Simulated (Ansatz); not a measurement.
# Rh (Fm-3m): test of the smearing width from a Python script

How much does the smearing width move the energy of Rh (Fm-3m)? A script is to give a test of the smearing width; the system is Rh (Fm-3m).

The COD entry's cell or inner coordinates are ideal or old and differ from later refinements, so a difference from it is no clean test against experiment.

Computed with Ansatz 0.2.0, driven from Python. Level of theory: DFT PBE, plane waves, PAW.

**1. Starting point**

Symmetry: Fm-3m, No. 225, cubic system. Conventional cell: a = 3.796 Å, b = 3.796 Å, c = 3.796 Å, α = 90.00°, β = 90.00°, γ = 90.00°. Around Rh (site symmetry m-3m) lie 12 Rh at 2.68 Å.

No structure file is read: the coordinates are typed or built in the script.

**2. The code**

run_smear.py

```python
# -*- coding: utf-8 -*-
import ansatz as az
import matplotlib.pyplot as plt


def main():
    xtal = (
        az.Lattice.from_parameters(2.683965, 2.683965, 2.683965, alpha=60.0, beta=60.0, gamma=60.0)
        .atom("Rh", [0.0, 0.0, 0.0])
    )

    calculation = (
        xtal.calculation()
        .functional("pbe")
        .basis(450)
        .kpoints(density=4.5)
    )

    rows = []
    for value in [0.3, 0.2, 0.1, 0.05]:
        report = calculation.occupations("fermi_dirac", width=value).run().report
        rows.append((value, report["free_energy_ev"] / len(report["lattice"]["sites"]), report["n_iterations"], report["n_kpoints"]))

    print("  width (eV)   F/atom (eV)    iterations      k-points")
    for row in rows:
        print(f"{str(row[0]):>12s}  {row[1]:12.5f}  {row[2]:12d}  {row[3]:12d}")

    for row in rows[:-1]:
        shift = 1000 * (row[1] - rows[-1][1])
        print(f"{row[0]}: {shift:+.2f} meV/atom" + ("  (within 1 meV)" if abs(shift) < 1 else ""))
    plt.figure(figsize=(4.5, 3))
    plt.plot([str(row[0]) for row in rows], [1000 * (row[1] - rows[-1][1]) for row in rows], "o-")
    plt.xlabel("width (eV)")
    plt.ylabel("F - F(last) (meV/atom)")
    plt.tight_layout()
    plt.savefig("smear.png", dpi=100)


if __name__ == "__main__":
    main()
```

**3. Launch**

Command:

```console
$ python run_smear.py
```

The log of the run:

```text
  width (eV)   F/atom (eV)    iterations      k-points
         0.3   -6403.08261             6            84
         0.2   -6402.97298             6            84
         0.1   -6402.90604             6            84
        0.05   -6402.88863             6            84
0.3: -193.97 meV/atom
0.2: -84.35 meV/atom
0.1: -17.40 meV/atom
```

It took 4.2 s on 1 thread of Arm Neoverse V1, shared host; peak memory 0.37 GiB.

**4. What each run gave**

The 4 runs, in the order started:

```tsv
run	width (eV)	energy from run 4 (meV/atom)	the same at zero width (meV/atom)	SCF cycles	CPU time (s)
1	0.3	-193.97	-4.88	6	0.77
2	0.2	-84.35	-1.75	6	0.7
3	0.1	-17.40	-0.56	6	0.71
4	0.05	0.00	0.00	6	0.75
```

Energies are free energies F = E - TS of the smeared occupations. 

**5. What came out**

```
                              quantity            value
                         runs compared                4
       last run but one, from the last  -17.40 meV/atom
within 5 meV/atom of the last run from   no earlier run
```

What this shows: Going from 0.05 to 0.3 eV changes F by -194.0 meV an atom. With this scheme F falls roughly as the square of the width; the report's estimate for zero width (energy_sigma0_ev) moves by only -4.9 meV. Caveats:
- Spin is left out of this run.
- The mesh is modest for a metal, so energies can be off by several to tens of meV an atom and pressures by half a GPa or more; differences at equal mesh fare better.
- A Fermi-Dirac width this large means warm electrons, whose thermal share enters the free energy.
- Of the deposited cell: the entry's cell lengths or inner coordinates differ somewhat from later room-temperature determinations.
- The narrowest width needs the finest mesh, so the last row is no converged reference.
